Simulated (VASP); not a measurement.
Write the native input for VASP 6.6.1 that does the following.

```yaml
Task: density of states
Functional: PBEsol
Potentials_or_basis: VASP PAW PBE potentials, release 64 (Nb_sv, P)
Cutoff: 520 eV
k_mesh: 18 × 18 × 18
Occupations: gaussian, width 0.1 eV
Spin: no spin polarisation
k_mesh_for_the_DOS: 27 × 27 × 27
Occupations_for_the_DOS: tetrahedron
Further_INCAR_settings: ALGO = Normal; EDIFF = 1e-07
```

NbP:

```xyz
4
Lattice="-1.6596 1.6596 5.6416 1.6596 -1.6596 5.6416 1.6596 1.6596 -5.6416" Properties=species:S:1:pos:R:3 pbc="T T T"
Nb    0.0000    0.0000    8.4645
Nb    0.0000    1.6596    0.0021
P     0.0000    0.0000    3.7510
P     1.6596    0.0000    0.9302
```

The cell is a database's computed one.

These files were run (other wordings do the same):

POSCAR

```
NbP                                     
1.0
   -1.6596346340      1.6596346340      5.6415896721
    1.6596346340     -1.6596346340      5.6415896721
    1.6596346340      1.6596346340     -5.6415896721
  Nb              P             
     2     2
Direct
     0.7501877359942226    0.7501877359942226    0.0000000000000000
     0.5001877359942226    0.0001877359942226    0.5000000000000000
     0.3324408340057745    0.3324408340057745    0.0000000000000000
     0.0824408440057754    0.5824408440057753    0.5000000000000000
```

INCAR.step1

```
ALGO = Normal ; EDIFF = 1E-7
ENCUT = 520 ; GGA = PS
ISIF = 2 ; ISMEAR = 0
LASPH = T ; LCHARG = T
LMAXMIX = 4 ; LREAL = F
LWAVE = F ; NELM = 80
PREC = Accurate ; SIGMA = 0.1
```

KPOINTS.step1

```
k-points
0
Gamma
  18 18 18
```

INCAR.step2

```
ALGO = Normal ; EDIFF = 1E-7
ENCUT = 520 ; GGA = PS
ICHARG = 11 ; ISIF = 2
ISMEAR = -5 ; LASPH = T
LCHARG = F ; LMAXMIX = 4
LORBIT = 10 ; LREAL = F
LWAVE = F ; NEDOS = 2001
NELM = 80 ; PREC = Accurate
SIGMA = 0.1
```

KPOINTS.step2

```
k-points
0
Gamma
  27 27 27
```

Potentials or basis: VASP PAW PBE potentials, release 64 (Nb_sv, P).

Command:

```sh
$ cat potpaw_PBE.64/Nb_sv/POTCAR potpaw_PBE.64/P/POTCAR > POTCAR
$ cp INCAR.step1 INCAR
$ cp KPOINTS.step1 KPOINTS
$ mpirun -np 1 vasp_std > vasp.out
$ cp INCAR.step2 INCAR
$ cp KPOINTS.step2 KPOINTS
$ mpirun -np 1 vasp_std > vasp.out
```

It gave:

```json
{
  "Valence electrons inside the program's atomic spheres": "Nb 10.70; P 2.55"
}
```

It took 44 min on 1 thread of Intel(R) Xeon(R) 6975P-C (Granite Rapids) (shared host), peak memory 1.7 GiB.
